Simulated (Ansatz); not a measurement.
The system is Nb.

```
CELL_PARAMETERS angstrom
-1.66395 1.66395 1.66395
1.66395 -1.66395 1.66395
1.66395 1.66395 -1.66395
ATOMIC_POSITIONS crystal
Nb 0.00000 0.00000 0.00000
```

Base run:

* Program: Ansatz 0.2.0
* Functional: PBE
* Potentials or basis: Ansatz PAW
* Cutoff: 420 eV (not typed: the program's choice for these potentials)
* k mesh: 11 × 11 × 11
* Occupations: fermi-dirac, width 0.05 eV
* Spin: no spin polarisation

Its results: band gap on the k mesh none (metal or under the smearing width); pressure -2.0 GPa.

Question: The run is repeated on the same cell with these changes: functional from PBE to RPBE. What comes out?

Answer: Band gap on the k mesh none (metal or under the smearing width); pressure 0.8 GPa.

RPBE binds less tightly than PBE, so the same cell stands under more pressure.

Caveats: the PAW data sets come from PBE, with cores solved anew for the run's functional, which leaves a small shift of forces and pressure (some runs).
